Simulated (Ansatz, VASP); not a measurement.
# One calculation of MgO, two programs

INCAR

```
PREC     = Accurate       # precision mode
ENCUT    = 520            # plane-wave cutoff, eV
EDIFF    = 1E-7           # SCF threshold, eV
ISMEAR   = 0              # smearing method
SIGMA    = 0.05           # smearing width, eV
LREAL    = F              # projectors in reciprocal space
LASPH    = T              # aspherical terms in the spheres
NELM     = 80             # most SCF steps
ALGO     = Normal         # electronic algorithm
ISIF     = 2              # what is computed and relaxed
LWAVE    = F              # write WAVECAR
LCHARG   = F              # write CHGCAR
GGA      = PS             # functional
NBANDS   = 16             # bands
```

Contents of KPOINTS:

```
regular mesh
0
Gamma
  9 9 6
```

File POSCAR:

```
MgO
1.0
    3.5354804147      0.0000000000      0.0000000000
   -1.7677402074      3.0618158537      0.0000000000
    0.0000000000      0.0000000000      4.0969764116
Mg O
2 2
Direct
    0.6747286342      0.3494572684      0.7500000000
    0.3252713658      0.6505427316      0.2500000000
    0.6607307308      0.3214614617      0.2500000000
    0.3392692692      0.6785385383      0.7500000000
```

Input for Ansatz:

```yaml
crystal:
  lattice:
    - [3.5354804147, 0.0, 0.0]
    - [-1.7677402074, 3.0618158537, 0.0]
    - [0.0, 0.0, 4.0969764116]
  atoms:
    - { symbol: Mg, position: [0.6747286342, 0.3494572684, 0.75] }
    - { symbol: Mg, position: [0.3252713658, 0.6505427316, 0.25] }
    - { symbol: O, position: [0.6607307308, 0.3214614617, 0.25] }
    - { symbol: O, position: [0.3392692692, 0.6785385383, 0.75] }
basis:
  ecutwfc: 520.0
kpoints:
  mp_grid: { grid: [9, 9, 6] }
hamiltonian:
  xc: pbesol
  pseudopotentials: { kind: paw, azcp: { folder: soft_1 } }
scf:
  occupations: { method: gaussian, width: 0.05 }
output:
  forces: true
  stress: true
  eigenvalues: true
```

Change from the starting cell: mode 5 frozen in at +0.049 Å, strain +e along z and -e/2 along x and y -0.0233.

Alike in both runs: task single point; functional PBEsol; k mesh 9 × 9 × 6; occupations gaussian, width 0.05 eV; no spin polarisation.

|  | VASP | Ansatz |
| --- | --- | --- |
| version | VASP 6.6.1 | Ansatz 0.2.0 |
| potentials or method | VASP PAW PBE potentials, release 64 (Mg, O) | scalar-relativistic, plane waves, PAW |
| plane-wave cutoff (eV) | 520 | 520 |
| valence electrons in the cell | 16 | 32 |

```tsv
	VASP	Ansatz	Ansatz less VASP
gap on the k mesh at the Fermi level (eV)	3.30	3.31	+0.009
least direct gap on the mesh (eV)	3.30	3.31	+0.009
pressure (GPa)	0.2	0.6	+0.43
largest component of the traceless stress (GPa)	4.49	4.53	+0.036
rms of the force components (eV/Å)	0.165	0.163	-0.0019
```

Atom by atom the forces differ by 0.002 eV/Å (rms over components). The two sets of potentials don't hold the same shells in valence. Ansatz warned: «pseudo_functional_mismatch».

Caveats: the PAW data sets were made with another functional, which shifts forces and pressure a little (VASP).
